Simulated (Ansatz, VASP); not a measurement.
This is a calculation of Hg for Ansatz 0.2.0.

File input.yaml:

```yaml
crystal:
  lattice:
    - [-1.9135445338, 1.9135445338, 1.9544395928]
    - [1.9135445338, -1.9135445338, 1.9544395928]
    - [1.9135445338, 1.9135445338, -1.9544395928]
  atoms:
    - { symbol: Hg, position: [0.5, 0.5, 0.0] }
hamiltonian:
  xc: pbe
  pseudopotentials: { kind: paw }
kpoints:
  mp_grid: { grid: [10, 10, 10] }
scf:
  occupations: { method: fermi_dirac, width: 0.05 }
output:
  forces: true
  stress: true
  eigenvalues: true
```

Potentials or basis: Ansatz PAW.

Launch:

```sh
$ ansatz run input.yaml --threads 1 --pin off --max-ram 3584MiB --backend cpu --events-out ev --progress --plain --runs-dir out
```

Set up the same calculation for VASP 6.6.1. Potentials there: VASP PAW PBE potentials, release 64 (Hg).

As run (the cutoff follows the program's own potentials):

Contents of INCAR:

```
PREC = Accurate
ENCUT = 520
EDIFF = 1E-7
ISMEAR = -1
SIGMA = 0.05
LREAL = False
LASPH = True
NELM = 80
ALGO = Normal
ISIF = 2
LWAVE = False
LCHARG = False
GGA = PE
NBANDS = 12
```

Contents of KPOINTS:

```
regular mesh
0
Gamma
  10 10 10
```

File POSCAR:

```
Hg
1.0
   -1.9135445338      1.9135445338      1.9544395928
    1.9135445338     -1.9135445338      1.9544395928
    1.9135445338      1.9135445338     -1.9544395928
Hg
1
Direct
    0.5000000000      0.5000000000      0.0000000000
```

Potentials or basis: VASP PAW PBE potentials, release 64 (Hg).

Command:

```console
$ cat potpaw_PBE.64/Hg/POTCAR > POTCAR
$ mpirun -np 1 vasp_std > vasp.out
```

Both were run:

|  | VASP | Ansatz | Ansatz less VASP |
| --- | --- | --- | --- |
| gap on the k mesh at the Fermi level (eV) | none | none | - |
| pressure (GPa) | 0.5 | 0.4 | -0.09 |

A gap of «none» marks a metal or a gap that the smearing closes. The two sets of potentials don't hold the same shells in valence.

Spin-orbit coupling is left out, which matters for the levels of Hg.
